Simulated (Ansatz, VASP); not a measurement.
# One calculation of W, two programs

INCAR

```
ALGO     = Normal         # electronic algorithm
EDIFF    = 1E-6           # SCF threshold, eV
ENCUT    = 520            # plane-wave cutoff, eV
ISIF     = 2              # what is computed and relaxed
ISMEAR   = -1             # smearing method
LASPH    = True           # aspherical terms in the spheres
LCHARG   = True           # write CHGCAR
LELF     = True           # ELF
LREAL    = False          # projectors in reciprocal space
LVHAR    = True         
LWAVE    = False          # write WAVECAR
NBANDS   = 13             # bands
NELM     = 80             # most SCF steps
PREC     = Accurate       # precision mode
SIGMA    = 0.1            # smearing width, eV
```

The input KPOINTS:

```
k-points
0
Gamma
  15 15 15
```

Contents of POSCAR:

```
W
1.0
    0.0000000000      2.0132547805      2.0132547805
    2.0132547805      0.0000000000      2.0132547805
    2.0132547805      2.0132547805      0.0000000000
W
1
Direct
    0.0000000000      0.0000000000      0.0000000000
```

Input for Ansatz:

```yaml
crystal:
  lattice:
    - [0.0, 2.0132547805, 2.0132547805]
    - [2.0132547805, 0.0, 2.0132547805]
    - [2.0132547805, 2.0132547805, 0.0]
  atoms:
    - { symbol: W, position: [0.0, 0.0, 0.0] }
hamiltonian:
  xc: lda
  pseudopotentials:
    kind: paw
    azcp:
      W: "pseudopotentials/W.paw.azcp"
basis:
  ecutwfc: 420
  fft_grid_basis: typed
kpoints:
  mp_grid: { grid: [15, 15, 15], shift: [0, 0, 0] }
magnetization:
  spin_polarized: false
scf:
  occupations: { method: fermi_dirac, width: 0.1 }
  lower_state_search: "off"
output:
  stress: true
```

Alike in both runs: task single point; functional LDA; k mesh 15 × 15 × 15; occupations fermi-dirac, width 0.1 eV; no spin polarisation.

|  | VASP | Ansatz |
| --- | --- | --- |
| version | VASP 6.6.1 | Ansatz 0.2.0 |
| potentials or method | VASP PAW LDA potentials, release 64 (W_sv) | plane waves (420 eV) with PAW, scalar-relativistic |
| plane-wave cutoff (eV) | 520 | 420 |
| valence electrons in the cell | 14 | 14 |

```csv
,VASP,Ansatz,Ansatz less VASP
pressure (GPa),-10.1,-11.6,-1.55
```

Ansatz warned: «pseudo_functional_mismatch».

The runs have no spin-orbit coupling, so splittings on W are missing.
